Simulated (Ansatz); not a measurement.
ZnO built on the NiAs prototype, relaxed with r2SCAN: 3 runs in the PAW code Ansatz, each a construction of maximally localised Wannier functions. It is hexagonal, P6_3/mmc (No. 194); conventional cell a = 2.977 Å, c = 5.126 Å, 9.83 Å³ an atom. Zn has 6 O at 2.14 Å; O has 6 Zn at 2.14 Å. Note: simulated data, non-magnetic, for a generated structure that need not be the stable one.

```xyz
4
Lattice="2.9769 0.0000 0.0000 -1.4884 2.5780 0.0000 0.0000 0.0000 5.1256" Properties=species:S:1:pos:R:3 pbc="T T T"
Zn    0.0000    0.0000    0.0000
Zn    0.0000    0.0000    2.5628
O     0.0000    1.7187    1.2814
O     1.4884    0.8593    3.8442
```

Windows count from the top of the filled bands; a dash means that no such window was set (without an outer window there is no disentanglement). Rows marked drawn have settings drawn at random (some not listed).

| functional | SCF mesh | trial orbitals | functions | mesh | window (eV) | frozen (eV) | settings | Ω total (Å²) | Ω invariant (Å²) | largest spread (Å²) | least projectability | interpolation miss of the model's filled bands (eV, to the nearest computed level) |
| --- | --- | --- | --- | --- | --- | --- | --- | --- | --- | --- | --- | --- |
| PBE | 9×9×4 | Zn d, O p | 16 | 6×6×4 | – | – | chosen | 9.72 | 9.42 | 1.10 | 0.79 | 0.096 |
| PBE | 9×9×4 | Zn d, O p | 16 | 6×6×4 | -9.5 to +9.6 | – | drawn | 8.08 | 7.93 | 0.82 | 0.86 | 1.114 |

Question: Estimate from these rows what the further settings give.
```csv
functional,SCF mesh,trial orbitals,functions,mesh,window (eV),frozen (eV),settings
PBE,9×9×4,"Zn d, O p (plain search)",16,6×6×4,–,–,drawn
```

Answer:

| functional | SCF mesh | trial orbitals | functions | mesh | window (eV) | frozen (eV) | settings | Ω total (Å²) | Ω invariant (Å²) | largest spread (Å²) | least projectability | interpolation miss of the model's filled bands (eV, to the nearest computed level) |
| --- | --- | --- | --- | --- | --- | --- | --- | --- | --- | --- | --- | --- |
| PBE | 9×9×4 | Zn d, O p (plain search) | 16 | 6×6×4 | – | – | drawn | 9.72 | 9.42 | 1.10 | 0.79 | 0.088 |

1 of the rows take their functions from a window without a frozen part or with a poor projection: such a subspace needn't follow the bands named, so its spread can't be set beside the others.

A dash in the last column means that the miss wasn't evaluated.
